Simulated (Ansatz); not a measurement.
We consider wurtzite BeO, described by HSE06 in Ansatz (PAW).

Numerical settings: plane-wave cutoff 500 eV, 8×6×1 k mesh (along the axes of the cell as run), gaussian smearing 0.02 eV, scalar-relativistic PAW data made under PBE.

Q: What does this level give for the surface energy of the (10-10) face and ionisation potential of the slab?

A: 
* **surface energy of the (10-10) face**: 4.95 J/m²
* **ionisation potential of the slab**: 6.57 eV

The slab of 24 atoms is relaxed and unreconstructed.

Static lattice: no zero-point or thermal effects.

Computing time: about 3.0 core-hours (a rough figure).

Ansatz is a first-principles code.
